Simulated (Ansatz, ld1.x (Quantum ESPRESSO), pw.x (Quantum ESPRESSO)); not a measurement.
## Sn (Z = 50): does the TM potential hold in the solid?

```json
{"Element": "tin", "Generator": "ld1.x (Quantum ESPRESSO) 7.5", "Type": "norm-conserving Troullier–Martins (Kleinman–Bylander form)", "Functional": "PBE", "Relativity": "scalar-relativistic", "Frozen core": "[Kr] 4d10", "Valence charge": "4", "Reference configuration": "5s2 5p2", "Partial waves": "5p (bound): rc 1.90 bohr; 5d channel at 0.25 Ry: rc 2.00 bohr; 5s (bound): rc 1.70 bohr", "Local potential": "the s channel", "Core correction": "none"}
```

Atomic tests: cutoffs needed: 30 Ry and 55 Ry (the cutoffs (Ry, on a coarse ladder) from which the occupation-weighted sum of valence levels, in a spherical-Bessel basis at the reference potential, stays within 10 and 1 mRy of its value at 400 Ry); ghost test: ghost state, extra bound levels that the all-electron valence spectrum of the same l lacks: d at -37.3 eV; a true bound ghost makes a file unfit for plane-wave use (spherical-Bessel basis up to 400 Ry, 20 bohr box); largest excitation error: +138 meV (all-electron minus pseudo) for 5s1 5p0, out of 7 test configurations.

Crystal test: sc Sn in pw.x 7.5, no spin, 11³ k-points, Fermi–Dirac smearing 0.01 Ry, cutoffs 70/280 Ry. The reference is all-electron LAPW (Ansatz 0.2.0) with the same functional, mesh and smearing; V0 and B0 come from Birch–Murnaghan fits to the pressures at five volumes. Errors are pseudo minus all-electron; Δ is the rms difference of the E(V) curves that follow from these fits, minima aligned, over ±6 % about the mean V0. Mesh and smearing are coarse, so the numbers serve the comparison and aren't converged zero-temperature values; the lattice is a test structure that the element need not adopt.

All-electron: a0 = 3.093 Å (V0 = 29.58 Å³/atom), B0 = 45.2 GPa.

Question: How far does the potential miss the all-electron equation of state?

Answer: converged, but broken (pressure over 100 GPa off). The pressure does not cross zero within the volumes sampled, so no fit is given. The pseudo pressure rises with volume over the whole range, a mechanical instability. Note: ghost state, extra bound levels that the all-electron valence spectrum of the same l lacks: d at -37.3 eV. A true bound ghost makes a file unfit for plane-wave use. A pressure error of this size marks a broken potential; the numbers have no physical meaning.

```tsv
V (Å³/atom)	P all-electron (GPa)	P pseudo (GPa)
28.358	2.11	-667.73
29.104	0.76	-649.90
29.850	-0.40	-637.65
30.596	-1.41	-625.55
31.343	-2.28	-606.18
```

Question: At the middle volume, how do free energy and pressure move when the wave cutoff is lowered (ecutrho kept at four times it)?

Answer:

| cutoff (Ry) | shift of F (meV/atom) | shift of P (GPa) |
| --- | --- | --- |
| 32 | +13493.9 | +626.85 |
| 42 | +13399.4 | +624.55 |
| 56 | +13022.4 | +610.23 |

The 8 pw.x runs together took about 79 s on one core of a shared server CPU.
